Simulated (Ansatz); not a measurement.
The elements of this relaxed trial crystal are hidden behind letters.

```
lattice vectors (Å)
   2.5699    0.0000    0.0000
  -1.2849    2.2256    0.0000
   0.0000    0.0000   12.4051
fractional positions
X 0.6667 0.3333 0.6698
X 0.0000 0.0000 0.5000
X 0.3333 0.6667 0.3302
X 0.6667 0.3333 0.1615
X 0.3333 0.6667 0.8385
Z 0.0000 0.0000 0.0000
```

Level of theory: DFT PBE, scalar-relativistic, plane waves, PAW in Ansatz. Plane waves to 420 eV, an 18×18×4 mesh through Γ for the 6-atom cell and 0.10 eV Gaussian smearing; collinear spin.

| Quantity | Value |
| --- | --- |
| Space group | P-3m1 (No. 164) |
| Conventional cell | a = 2.570 Å, c = 12.405 Å |
| Volume per atom | 11.83 Å³ |
| Density | 7.91 g/cm³ |
| Formation energy | +0.12 eV/atom |
| Gap on the 18×18×4 mesh of the 6-atom cell | 0 eV (a metal) |
| Net moment per atom | 2.42 μB |

Energies are uncorrected and count from the elements' standard states at the same level.

**Question.** X is a d-block element of period 4 and Z is a d-block element of period 4. Which elements are they?

**Answer.** X = Fe, Z = Co, so the formula is Fe5Co. Density times volume gives a mean mass of 7.91 × 11.83/1.6605 = 56.4 u per atom, and this set has 56.4 u. Around Fe on a site of symmetry 3m lie 12 Fe at 2.57–2.58 Å; around Fe on a site of symmetry -3m lie 12 Fe at 2.57–2.58 Å; Co has 6 Fe at 2.49 Å and 6 Co at 2.57 Å; 1 more site not described. Other sets within the hints have nearly the same mass, so mass alone doesn't settle it; this one was computed.

The magnetic state reached may not be the lowest. Symmetry constrained the relaxation, so the result can be a saddle point.
